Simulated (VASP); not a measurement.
# C in VASP: a series of runs

The runs below take C through optical spectrum, density of states, electric field gradients, core levels, with PBE.

All numbers are computed with VASP 6.6.1; they aren't measurements. Logs are shortened: lines on timing, memory, paths and dates and some standing lists are left out, and cuts for length are marked.

**1. The structure**

The cell holds a slab with vacuum, 4 atoms: a = 2.456 Å, b = 2.456 Å, c = 24.134 Å, α = 90.00°, β = 90.00°, γ = 120.00°.

The slab is cut from a database's or a generator's crystal, which needn't be the stable form of the element.

**2. Optical spectrum, PBE**

Input file INCAR:

```
SYSTEM = C
  PREC = Accurate
  ENCUT = 520
  EDIFF = 1E-7
  ISMEAR = 0
  SIGMA = 0.02
  LREAL = .False.
  LASPH = .True.
  NELM = 100
  ALGO = Normal
  ISIF = 2
  LWAVE = .False.
  LCHARG = .False.
  GGA = PE
  LOPTICS = .True.
  NBANDS = 32
  NEDOS = 1000
  CSHIFT = 0.1
```

Input file KPOINTS:

```
Automatic mesh
0
Gamma
  12 12 2
  0 0 0
```

Input file POSCAR:

```
C
1.0
    2.4562275060      0.0000000000      0.0000000000
   -1.2281137530      2.1271554177      0.0000000000
    0.0000000000      0.0000000000     24.1339601687
C
4
Direct
    0.6666666667      0.3333333333      0.5704754400
    0.3333333333      0.6666666667      0.4295245600
    0.0000000000      0.0000000000      0.4295312300
    0.0000000000      0.0000000000      0.5704687700
```

Potentials or basis: VASP PAW PBE potentials, release 64 (C).

Run with:

```sh
> cat potpaw_PBE.64/C/POTCAR > POTCAR
> mpirun -np 1 vasp_std > vasp.out
```

OUTCAR:

```text
SYSTEM = C
   PREC = Accurate
   ENCUT = 520
   EDIFF = 1E-7
   ISMEAR = 0
   LREAL = .False.
   LASPH = .True.
   NELM = 100
   ISIF = 2
   GGA = PE

 ion  position               nearest neighbor table
   1  0.667  0.333  0.570-   4 1.42   4 1.42   4 1.42
   2  0.333  0.667  0.430-   3 1.42   3 1.42   3 1.42
   3  0.000  0.000  0.430-   2 1.42   2 1.42   2 1.42
   4  0.000  0.000  0.570-   1 1.42   1 1.42   1 1.42

  LATTYP: Found a hexagonal cell.
 ALAT       =     2.4562275060
 C/A-ratio  =     9.8256208392

  Lattice vectors:

 A1 = (   2.4562275060,   0.0000000000,   0.0000000000)
 A2 = (  -1.2281137530,   2.1271554177,   0.0000000000)
 A3 = (   0.0000000000,   0.0000000000,  24.1339601687)

Analysis of symmetry for initial positions (statically):
=====================================================================
 Subroutine PRICEL returns:
 Original cell was already a primitive cell.

 Routine SETGRP: Setting up the symmetry group for a
 hexagonal supercell.

 Subroutine GETGRP returns: Found 12 space group operations
 (whereof 12 operations were pure point group operations)
 out of a pool of 24 trial point group operations.

The static configuration has the point symmetry D_3d.

Analysis of symmetry for dynamics (positions and initial velocities):
=====================================================================
 Subroutine PRICEL returns:
 Original cell was already a primitive cell.

 Routine SETGRP: Setting up the symmetry group for a
 hexagonal supercell.

 Subroutine GETGRP returns: Found 12 space group operations
 (whereof 12 operations were pure point group operations)
 out of a pool of 24 trial point group operations.

The dynamic configuration has the point symmetry D_3d.

 Subroutine INISYM returns: Found 12 space group operations
 (whereof 12 operations are pure point group operations),
 and found     1 'primitive' translations

----------------------------------------------------------------------------------------

                                     Primitive cell

  volume of cell :     126.0946

  direct lattice vectors                    reciprocal lattice vectors
     2.456227506  0.000000000  0.000000000     0.407128410  0.235055697  0.000000000
    -1.228113753  2.127155418  0.000000000     0.000000000  0.470111395  0.000000000
     0.000000000  0.000000000 24.133960169     0.000000000  0.000000000  0.041435388

  length of vectors
     2.456227506  2.456227506 24.133960169     0.470111395  0.470111395  0.041435388

  position of ions in fractional coordinates (direct lattice)
     0.666666667  0.333333333  0.570475440
     0.333333333  0.666666667  0.429524560
     0.000000000  0.000000000  0.429531230
     0.000000000  0.000000000  0.570468770

  ion indices of the primitive-cell ions
   primitive index   ion index
                 1           1
                 2           2
                 3           3
                 4           4

----------------------------------------------------------------------------------------

 KPOINTS: Automatic mesh

Automatic generation of k-mesh.
 Grid dimensions read from file:
 generate k-points for:   12   12    2

 Generating k-lattice:

[... 80 lines left out ...]
     AMIX     =   0.40;   BMIX     =  1.00
     AMIX_MAG =   1.60;   BMIX_MAG =  1.00
  volume/ion in A,a.u.               =      31.52       212.73
  Fermi-wavevector in a.u.,A,eV,Ry     =   0.822652  1.554586  9.207823  0.676756
  Thomas-Fermi vector in A             =   1.934024
   LORBIT       =      0    0 simple, 1 ext, 2 COOP (PROOUT), +10 PAW based schemes
   GGA     = PE    functional components
   LHFCALC =     F    Hartree Fock is set to
   AEXX    =    0.0000 exact exchange contribution
   IVDW    =     0    specifies the selected vdW correction
   LEPSILON=     F    determine dielectric tensor
   LRPA    =     F    only Hartree local field effects (RPA)
 non-spin polarized calculation
 Gauss-broadening in eV      SIGMA  =   0.02
  energy-cutoff  :      520.00
  volume of cell :      126.09
 maximum number of plane-waves:      3452
   NGX =  9   NGY =  9   NGZ = 89

 number of electron      15.9999996 magnetization

 Free energy of the ion-electron system (eV)
  ---------------------------------------------------
  ext. energy  EPLUGINS =         0.00000000
  ---------------------------------------------------
  free energy    TOTEN  =       -36.86639907 eV

  energy without entropy =      -36.86608563  energy(sigma->0) =      -36.86624235

 E-fermi :  -1.7387     XC(G=0):  -3.2377

 val. band max:       -1.7387158359   @ k =   0.3333   0.3333   0.0000
 cond. band min:      -1.7387071024   @ k =   0.3333   0.3333   0.5000
 fundamental gap:      0.0000087335
 Fermi energy:        -1.7387114691

 k-point     1 :       0.0000    0.0000    0.0000
  band No.  band energies     occupation
      1     -21.4100      2.00000
      2     -21.2755      2.00000
      3      -9.8668      2.00000
      4      -8.9622      2.00000
      5      -4.7659      2.00000
      6      -4.7659      2.00000
[... 541 lines left out ...]
     19       9.3171      0.00000
     20       9.9282      0.00000

 [... further k-points ...]

 [bands above 20 left out]

------------------------ aborting loop because EDIFF is reached ----------------------------------------

  FORCE on cell =-STRESS in cart. coord.  units (eV):
  Direction    XX          YY          ZZ          XY          YZ          ZX
  --------------------------------------------------------------------------------------
  -------------------------------------------------------------------------------------
  Total        1.2858467      1.2858467      0.2853754      0.0000000      0.0000000      0.0000000
  in kB       16.3381689     16.3381689      3.6260241      0.0000000      0.0000000      0.0000000
  external PRESSURE =      12.1007873 kB  Pullay stress =       0.0000000 kB

 VOLUME and BASIS-vectors are now :
 -----------------------------------------------------------------------------
  energy-cutoff  :      520.00
  volume of cell :      126.09
      direct lattice vectors                 reciprocal lattice vectors
     2.456227506  0.000000000  0.000000000     0.407128410  0.235055697  0.000000000
    -1.228113753  2.127155418  0.000000000     0.000000000  0.470111395  0.000000000
     0.000000000  0.000000000 24.133960169     0.000000000  0.000000000  0.041435388

 POSITION                                       TOTAL-FORCE (eV/Angst)
 -----------------------------------------------------------------------------------
      1.22811      0.70905     13.76783         0.000000      0.000000      0.054242
     -0.00000      1.41810     10.36613        -0.000000     -0.000000     -0.054242
      0.00000      0.00000     10.36629        -0.000000      0.000000     -0.035951
      0.00000      0.00000     13.76767         0.000000     -0.000000      0.035951
 -----------------------------------------------------------------------------------
    total drift:                               -0.000000      0.000000      0.000000

  FREE ENERGIE OF THE ION-ELECTRON SYSTEM (eV)
  ---------------------------------------------------
  free  energy   TOTEN  =       -36.8663990732 eV

  energy  without entropy=      -36.8660856345  energy(sigma->0) =      -36.86624235

 electrical conductivity sigma (Mega S m-1) (frequency dependency in vasprun.xml)
  --------------------------------------------------------------------------------------
       0.001       0.000       0.000
       0.000       0.001      -0.000
       0.000      -0.000       0.000

  frequency dependent IMAGINARY DIELECTRIC FUNCTION (independent particle, no local field effects) density-density
     E(ev)      X         Y         Z        XY        YZ        ZX
  --------------------------------------------------------------------------------------------------------------
     0.00000     0.00000     0.00000     0.00000     0.00000     0.00000     0.00000
     0.51265    22.96959    22.96959     0.54698     0.00000     0.00000    -0.00000
     1.02531     1.77122     1.77122     0.06283     0.00000     0.00000    -0.00000
     1.53796     0.61475     0.61475     0.01424     0.00000    -0.00000    -0.00000
     2.05062     1.11229     1.11229     0.01489     0.00000    -0.00000    -0.00000
     2.56327     1.63568     1.63568     0.07731     0.00000     0.00000    -0.00000
[... 92 lines left out ...]
    50.24015     0.00028     0.00028     0.00019    -0.00000     0.00000    -0.00000
    50.75281     0.00027     0.00027     0.00018    -0.00000     0.00000    -0.00000

  frequency dependent      REAL DIELECTRIC FUNCTION (independent particle, no local field effects) density-density
     E(ev)        X           Y           Z          XY          YZ          ZX
  --------------------------------------------------------------------------------------------------------------
     0.00000    77.92554    77.92554     1.84303     0.00000     0.00000    -0.00000
     0.51265   -31.47797   -31.47797     2.15280     0.00000     0.00000    -0.00000
     1.02531    -4.32003    -4.32003     1.29008     0.00000     0.00000    -0.00000
     1.53796     0.66216     0.66216     1.42820     0.00000     0.00000    -0.00000
     2.05062     3.86891     3.86891     1.48971     0.00000     0.00000    -0.00000
     2.56327     0.82559     0.82559     1.50931     0.00000     0.00000    -0.00000
[... 92 lines left out ...]
    50.24015     0.93759     0.93759     0.95880    -0.00000    -0.00000     0.00000
    50.75281     0.93899     0.93899     0.95975    -0.00000    -0.00000     0.00000

  frequency dependent IMAGINARY DIELECTRIC FUNCTION (independent particle, no local field effects) current-current
     E(ev)      X         Y         Z        XY        YZ        ZX
  --------------------------------------------------------------------------------------------------------------
     0.00000   286.42205   286.42205     3.28078    -0.00000    -0.00000     0.00000
     0.51265     9.26187     9.26187     0.98418    -0.00000    -0.00000     0.00000
     1.02531     0.71560     0.71560     0.11884    -0.00000    -0.00000     0.00000
     1.53796     0.56903     0.56903     0.06988    -0.00000    -0.00000     0.00000
     2.05062     1.39507     1.39507     0.06267    -0.00000    -0.00000     0.00000
     2.56327     1.61957     1.61957     0.11717    -0.00000    -0.00000     0.00000
[... 92 lines left out ...]
    50.24015     0.00003     0.00003     0.00003     0.00000     0.00000     0.00000
    50.75281     0.00003     0.00003     0.00002     0.00000     0.00000     0.00000

  frequency dependent      REAL DIELECTRIC FUNCTION (independent particle, no local field effects) current-current
     E(ev)        X           Y           Z          XY          YZ          ZX
  --------------------------------------------------------------------------------------------------------------
     0.00000    44.82159    44.82159     1.80107    -0.00000    -0.00000     0.00000
     0.51265   -36.16381   -36.16381     1.92939    -0.00000    -0.00000     0.00000
     1.02531    -3.88214    -3.88214     1.28225    -0.00000    -0.00000     0.00000
     1.53796     0.91028     0.91028     1.42780    -0.00000    -0.00000     0.00000
     2.05062     3.94467     3.94467     1.48902    -0.00000    -0.00000     0.00000
     2.56327     0.81307     0.81307     1.50353    -0.00000     0.00000     0.00000
[... 92 lines left out ...]
    50.24015     0.93788     0.93788     0.95880     0.00000     0.00000    -0.00000
    50.75281     0.93928     0.93928     0.95976     0.00000     0.00000    -0.00000
```

It took 1.7 min on 1 thread of Intel Xeon 6975P-C (Granite Rapids), shared host; peak memory 0.35 GiB.

Results:

| Item | Value |
| --- | --- |
| Free energy | -36.8664 eV |
| Largest force | 0.054 eV/Å |
| Band gap on the k mesh | none (metal or under the smearing width) |

Forces on the atoms (eV/Å):
```
C    0.000  0.000  0.054
C    0.000  0.000 -0.054
C    0.000  0.000 -0.036
C    0.000  0.000  0.036
```

Levels at points of the mesh, in eV from the Fermi level:
```
           k point  band 6  band 7  band 8  band 9  band 10  band 11
(0.00, 0.00, 0.00)   -3.03   -3.02   -3.02    3.39     3.76     4.39
(0.50, 0.00, 0.00)   -6.43   -2.56   -2.23    1.55     1.88     7.41
(0.00, 0.00, 0.50)   -3.03   -3.02   -3.02    3.39     3.75     4.47
(0.50, 0.00, 0.50)   -6.43   -2.56   -2.23    1.55     1.88     7.41
```

Dielectric function (mean over the directions given):
```
energy (eV)  real part  imaginary part
       0.26      50.32           63.69
       0.92      -3.83            1.70
       1.59       1.12            0.40
       2.26       3.98            3.37
       2.97       3.34            2.02
       3.64       0.64            0.72
       4.31       0.79            1.43
       4.97      -0.11            0.95
       5.69       0.58            0.53
       6.36       0.82            0.12
       7.02       0.98            0.25
       7.74       1.22            0.10
       8.41       1.31            0.06
       9.07       1.51            0.11
       9.74       1.73            0.07
      10.46       2.24            0.23
      11.12       1.97            0.67
      11.79       2.43            1.28
      12.46       2.30            1.77
      13.18       1.75            1.47
      13.84       1.34            2.37
      14.51       0.89            1.43
      15.23      -0.68            1.75
      15.89       0.14            0.32
      16.56       0.53            0.75
      17.23       0.54            0.21
      17.94       0.83            0.93
      18.61       0.07            0.44
      19.28       0.54            0.27
      19.99       0.55            0.17
```

Caveat: spectra need much finer meshes, so this one isn't converged; independent-particle spectra lack excitons; the intraband (Drude) part of a metal's response may be missing.

**3. Density of states, PBE**

POSCAR is that of step 2.

Input file INCAR.step1:

```
SYSTEM = C
PREC     = Accurate       ! precision mode
ENCUT    = 520            ! plane-wave cutoff, eV
EDIFF    = 1E-7           ! SCF threshold, eV
ISMEAR   = 0              ! smearing method
SIGMA    = 0.02           ! smearing width, eV
LREAL    = .FALSE.        ! projectors in reciprocal space
LASPH    = .TRUE.         ! aspherical terms in the spheres
NELM     = 100            ! most SCF steps
ALGO     = Normal         ! electronic algorithm
ISIF     = 2              ! what is computed and relaxed
LWAVE    = .FALSE.        ! write WAVECAR
LCHARG   = .TRUE.         ! write CHGCAR
GGA      = PE             ! functional
```

Input file KPOINTS.step1:

```
Automatic mesh
0
G
  12 12 2
  0 0 0
```

Input file INCAR.step2:

```
SYSTEM = C
PREC     = Accurate       ! precision mode
ENCUT    = 520            ! plane-wave cutoff, eV
EDIFF    = 1E-7           ! SCF threshold, eV
ISMEAR   = -5             ! smearing method
SIGMA    = 0.02           ! smearing width, eV
LREAL    = .FALSE.        ! projectors in reciprocal space
LASPH    = .TRUE.         ! aspherical terms in the spheres
NELM     = 100            ! most SCF steps
ALGO     = Normal         ! electronic algorithm
ISIF     = 2              ! what is computed and relaxed
LWAVE    = .FALSE.        ! write WAVECAR
LCHARG   = .FALSE.        ! write CHGCAR
GGA      = PE             ! functional
LORBIT   = 11             ! projections on sites
NEDOS    = 2001           ! points of the DOS
ICHARG   = 11             ! starting density
```

Input file KPOINTS.step2:

```
Automatic mesh
0
G
  18 18 3
  0 0 0
```

Potentials or basis: VASP PAW PBE potentials, release 64 (C).

Run with:

```sh
> cat potpaw_PBE.64/C/POTCAR > POTCAR
> cp INCAR.step1 INCAR
> cp KPOINTS.step1 KPOINTS
> mpirun -np 1 vasp_std > vasp.out
> cp INCAR.step2 INCAR
> cp KPOINTS.step2 KPOINTS
> mpirun -np 1 vasp_std > vasp.out
```

Run time: 79 s. Hardware: 1 thread of Intel Xeon 6975P-C (Granite Rapids), shared host; peak memory 0.28 GiB.

It converged, with:

```yaml
Valence_electrons_inside_the_program's_atomic_spheres: C 2.67, 2.66
```

Levels at points of the mesh, in eV from the Fermi level:
| k point | band 4 | band 5 | band 6 | band 7 | band 8 | band 9 | band 10 | band 11 | band 12 |
| --- | --- | --- | --- | --- | --- | --- | --- | --- | --- |
| (0.00, 0.00, 0.00) | -7.22 | -3.03 | -3.03 | -3.02 | -3.02 | 3.39 | 3.76 | 4.40 | 5.07 |
| (0.50, 0.00, 0.00) | -13.28 | -6.45 | -6.43 | -2.56 | -2.23 | 1.55 | 1.88 | 7.41 | 7.59 |

States per cell in windows of 1 eV (zero at the Fermi level; states under -8 eV left out):
```tsv
from (eV)	total	C3_p	C4_p	C1_p	C2_p	C3_s	C4_s
-8.0	1.33	0.20	0.20	0.20	0.20	0.03	0.03
-7.0	1.86	0.30	0.30	0.30	0.30	0.02	0.02
-6.0	1.32	0.21	0.21	0.21	0.21	0.01	0.01
-5.0	1.23	0.19	0.19	0.19	0.19	0.00	0.00
-4.0	1.11	0.17	0.17	0.17	0.17	0.00	0.00
-3.0	0.82	0.10	0.10	0.10	0.10	0.00	0.00
-2.0	0.41	0.05	0.05	0.05	0.05	0.00	0.00
-1.0	0.10	0.01	0.01	0.01	0.01	0.00	0.00
0.0	0.10	0.01	0.01	0.01	0.01	0.00	0.00
1.0	0.99	0.13	0.13	0.11	0.11	0.00	0.00
2.0	0.69	0.09	0.09	0.09	0.09	0.00	0.00
3.0	0.63	0.06	0.06	0.06	0.06	0.00	0.00
4.0	0.99	0.06	0.06	0.06	0.06	0.00	0.00
5.0	1.38	0.06	0.06	0.06	0.06	0.00	0.00
6.0	1.02	0.03	0.03	0.03	0.03	0.00	0.00
7.0	0.91	0.02	0.02	0.02	0.02	0.04	0.04
```

Caveat: tetrahedron occupations give inexact forces and stress in metals.

(Part 1 of 2 ends here.)
